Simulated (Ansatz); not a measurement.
Input and command of a calculation in Ansatz (plane waves; scalar-relativistic PAW potentials unless the input names others):

```yaml
crystal:
  lattice:
    - [0.0, 2.9800342081, 3.136486004]
    - [2.9800342081, 0.0, 3.136486004]
    - [2.9800342081, 2.9800342081, 0.0]
  atoms:
    - { symbol: In, position: [0.0, 0.0, 0.0], spin: 2.0 }
    - { symbol: P, position: [0.75, 0.75, 0.75] }
basis:
  ecutwfc: 420
kpoints:
  mp_grid: { grid: [10, 10, 10] }
hamiltonian:
  xc: pbe
scf:
  occupations: { method: gaussian, width: 0.05 }
  max_iter: 50
output:
  forces: true
  eigenvalues: true
  stress: true
```

```bash
ansatz run input.yaml --threads 1 --pin off --max-ram 2560MiB --backend cpu --events-out ev --progress --plain --runs-dir out
```

What is wrong with this input?

The program refuses it, because of a moment without spin polarisation (crystal.atoms[0].spin: not typed → 2.0). Without that key it is accepted.

Abridged log:
```
Error: inconsistent input (magnetization.spin_polarized): false but per-atom `spin:`, `per_species`, `initial_magnetization`, `magnetic_field`, or `spin_locking` is set
```